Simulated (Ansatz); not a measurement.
## Dielectric response of CdS (10-10) films: cost of one run

Ansatz 0.2.0; plane-wave DFT, PBE, Ansatz PAW. The cell holds 12 atoms.

Contents of input.yaml:

```yaml
crystal:
  lattice:
    - [4.14, 0.0, 0.0]
    - [0.0, 6.72, 0.0]
    - [0.0, 0.0, 26.3658054006]
  atoms:
    - { symbol: Cd, position: [0.0, 0.0, 0.3413512261] }
    - { symbol: S, position: [0.0, 0.377, 0.3413512261] }
    - { symbol: Cd, position: [0.5, 0.5, 0.3866794472] }
[... 3 atom lines left out ...]
    - { symbol: Cd, position: [0.0, 0.5, 0.5226641106] }
    - { symbol: S, position: [0.0, 0.877, 0.5226641106] }
    - { symbol: Cd, position: [0.0, 0.0, 0.6133205528] }
    - { symbol: S, position: [0.0, 0.377, 0.6133205528] }
    - { symbol: Cd, position: [0.5, 0.5, 0.6586487739] }
    - { symbol: S, position: [0.5, 0.877, 0.6586487739] }
kpoints:
  mp_grid: { grid: [6, 4, 1] }
hamiltonian:
  xc: pbe
scf:
  occupations: { method: fixed }
  convergence: { dr2_threshold: 1.0e-09 }
efield:
  axis: 3
  dipole_correction: true
  ramp_position: 0.97
  ramp_width: 0.06
relax:
  f_tol: 0.003
  max_steps: 100
output:
  write_potential: true
  write_density: true
  volumetric_format: npy
```

Started as:

```
$ ansatz run input.yaml --threads 8 --pin off --max-ram 12288MiB --backend cpu --events-out ev --progress --plain --runs-dir out
```

The cutoff in use is 420 eV. For reference, a run of the same kind (24 atoms, 12 k-points, 188 bands and 20,159 plane waves; 35 SCF cycles) took 2.1 min and 6.9 GiB on the same hardware.

**Question.** How long does this run take on 8 threads of Arm Neoverse V2, shared host, and how much memory does it need?

A cutoff of 420 eV is a sphere of radius 10.5 Å⁻¹, so a cell of 734 Å³ holds about V·G³/6π² = 14,335 plane waves. At two electrons a band, the 156 electrons need 78 bands, and 16 more are carried. Symmetry cuts the 6×4×1 mesh from 24 to 12 points. The run has 12 k-points, 94 bands and 14,327 plane waves. Taking the work of a cycle as k-points × spins × bands × plane waves, that is 0.36 times the reference, or 45 s at the reference's 35 cycles. The run needed 63 SCF cycles over 7 ionic steps, which makes it about 82 s. One copy of the wavefunctions takes 0.24 GiB at 16 bytes a coefficient, against 0.68 GiB in the reference; grids, projectors and work arrays come on top. Measured: about 59 s, with a peak of 2.8 GiB. The run was quicker than this simple count says.

[Logs are printed without paths, hosts, clocks, repeated set-up lines and the standing remarks that a program may print on its own settings, such as how far it seeks lower states.]

[Hosts, paths, dates, database ids (printed as entryN), source tags and the programs' standing remarks are cut or masked in the printed files.]

[Maps of the electrostatic potential energy from Ansatz leave out the sawtooth potential of an applied field or a dipole correction, so their vacuum need not be flat; planar profiles and work functions include it.]
